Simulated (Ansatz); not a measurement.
# Energy ranking of Sc3Al2 structures

Method: DFT PBE, scalar-relativistic, plane waves, PAW (Ansatz). All cells share a 420 eV cutoff and Γ-centred k meshes spaced at most about 0.3 Å⁻¹ (about 0.25 or finer for metals, 2π included). Spin is collinear in cells that carry moments; the others ran without spin or lost their moments.

Formation energies are uncorrected and refer to the elements' standard structures at the same level.

These are static total energies at zero pressure. Only the structures computed here compete, so a lower one can exist. Another magnetic order may lie lower.

Invented guesses were relaxed alike, and ends that match in structure, energy and magnetic state were merged. ΔE counts from the first row. Coordination counts all near atoms (those within 1.25 times the shortest distance at each site; a plus sign parts nearer from farther groups; a slash parts the counts of unlike sites). The ends were matched against large subsets of the Crystallography Open Database and the Materials Project, so a missing match doesn't prove that a structure is unreported.

```csv
#,reached from,type and space group,atoms,Å³/atom,coordination,ΔE (meV/atom),gap on mesh (eV),moments,in databases
1,"Sc and Al ordered on fcc sites, changed on relaxing",I4/mmm (No. 139),5,20.6,"Sc 12, Al 12",0,0.00,none,no match
2,Sc and Al ordered on hcp sites,P-6m2 (No. 187),10,21.6,"Sc 12, Al 12",219,0.00,"parallel, 0.2 μB",no match
3,Sc and Al ordered on hcp sites,Cmcm (No. 63),10,21.0,"Sc 12, Al 12",232,0.00,none,no match
4,random cell,Pm-3m (No. 221),5,26.3,"Sc 2, Al 6/12+8",692,0.00,none,no match
```

The lowest: Space group I4/mmm (No. 139), tetragonal, a = 3.163 Å, c = 20.552 Å. Around Sc on a site of symmetry 4mm lie 4 Al at 2.97 Å and 8 Sc at 3.16–3.31 Å; around Sc on a site of symmetry 4/mmm lie 8 Al at 2.98 Å and 4 Sc at 3.16 Å; Al is surrounded by 8 Sc at 2.97–2.98 Å and 4 Al at 3.16 Å. Its energy over the elements is −0.36 eV/atom. Whether it is stable depends on the other phases of the system, which aren't compared here. An observed structure of this formula, if there is one, may be missing.

```cif
data_structure
_symmetry_space_group_name_H-M 'I4/mmm'
_symmetry_Int_Tables_number 139
_cell_length_a 3.1627
_cell_length_b 3.1627
_cell_length_c 20.5525
_cell_angle_alpha 90.000
_cell_angle_beta 90.000
_cell_angle_gamma 90.000
_cell_volume 205.57
loop_
_atom_site_label
_atom_site_type_symbol
_atom_site_symmetry_multiplicity
_atom_site_Wyckoff_symbol
_atom_site_fract_x
_atom_site_fract_y
_atom_site_fract_z
_atom_site_occupancy
Sc1 Sc 4 e 0.50000 0.50000 0.19073 1
Sc2 Sc 2 b 0.50000 0.50000 0.00000 1
Al1 Al 4 e 0.00000 0.00000 0.09568 1
```

The second: Space group P-6m2 (No. 187), hexagonal, a = 3.211 Å, c = 24.222 Å. Around Sc on a site of symmetry 3m lie 3 Al at 3.01 Å and 9 Sc at 3.21–3.25 Å; Sc on a site of symmetry -6m2 has 12 Sc at 3.21–3.25 Å; Sc on a second site of symmetry -6m2 has 6 Al at 3.00 Å and 6 Sc at 3.21 Å; Al on its first site has 6 Sc at 3.00 Å and 6 Al at 3.21 Å; 2 more sites not described. Counting all near atoms, the first and the second both have Sc 12, Al 12. Cells relaxed within their symmetry can be saddle points.

```yaml
crystal:
  lattice:
    - [3.21135, 0.00000, 0.00000]
    - [-1.60567, 2.78111, 0.00000]
    - [0.00000, 0.00000, 24.22240]
  atoms:
    - { symbol: Sc, position: [0.66667, 0.33333, 0.38999] }
    - { symbol: Sc, position: [0.66667, 0.33333, 0.61001] }
    - { symbol: Sc, position: [0.33333, 0.66667, 0.50000] }
    - { symbol: Sc, position: [0.66667, 0.33333, 0.00000] }
    - { symbol: Sc, position: [0.66667, 0.33333, 0.19459] }
    - { symbol: Sc, position: [0.66667, 0.33333, 0.80541] }
    - { symbol: Al, position: [0.33333, 0.66667, 0.90261] }
    - { symbol: Al, position: [0.33333, 0.66667, 0.09739] }
    - { symbol: Al, position: [0.33333, 0.66667, 0.29220] }
    - { symbol: Al, position: [0.33333, 0.66667, 0.70780] }
```

Some candidate types were left out of the draw beforehand, so a known form may be missing.
